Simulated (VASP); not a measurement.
# Ca: equation of state with PBE

Ca:

```xyz
1
Lattice="-2.0965 2.1017 2.4454 2.0965 -2.1017 2.4454 2.0965 2.1017 -2.4454" Properties=species:S:1:pos:R:3 pbc="T T T"
Ca    0.0000    0.0000    2.4454
```

This isn't the form of Ca at room conditions, which is fcc.

```yaml
Program: VASP 6.6.1
Task: equation of state
Functional: PBE
Potentials_or_basis: VASP PAW PBE potentials, release 64 (Ca_sv)
Cutoff: 520 eV
k_mesh: 9 × 9 × 9
Occupations: fermi-dirac, width 0.05 eV
Spin: no spin polarisation
```

The equilibrium volume is 42.20 Å³/atom and the bulk modulus at fixed shape and positions is 17.2 GPa. The pressure derivative of the bulk modulus is 3.4.

Energy against volume, from the lowest point:
```csv
volume (Å³/atom),energy (meV/atom)
40.513,3.81
41.375,0.88
42.237,0.00
43.099,1.00
43.961,3.72
44.823,8.02
45.685,13.74
```

All runs of the series together: 9.2 min on 1 thread of AMD EPYC 7R43 64-Core Processor (Zen 3), on a shared host.

Caveat: the cell was scaled at fixed shape and fractional positions, which overstates the stiffness of a crystal with free parameters, most of all of layers and chains.
